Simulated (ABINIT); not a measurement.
The system is Cs.

```
CELL_PARAMETERS angstrom
-3.12847 3.12847 3.12847
3.12847 -3.12847 3.12847
3.12847 3.12847 -3.12847
ATOMIC_POSITIONS crystal
Cs 0.00000 0.00000 0.00000
```

```yaml
Program: ABINIT 10.8.3 (patched build)
Task: single point
Functional: PBE
Potentials_or_basis: JTH PAW PBE v2.0
Cutoff: 544 eV
k_mesh: 6 × 6 × 6
Occupations: fermi-dirac, width 0.05 eV
Spin: no spin polarisation
```

On this cell: pressure -0.2 GPa; band gap on the k mesh none (metal or under the smearing width).

The same run follows on a disturbed copy (cell strained at random at fixed volume):

```
CELL_PARAMETERS angstrom
-3.26995 3.20716 3.27462
3.13948 -3.06094 2.99793
3.18433 2.97532 -3.12840
ATOMIC_POSITIONS crystal
Cs 0.99977 0.00612 0.00319
```

Task: What does the disturbed cell give?

Result: The energy (extrapolated to zero smearing) moves by -0.8 meV/atom; pressure -0.2 GPa; band gap on the k mesh none (metal or under the smearing width).
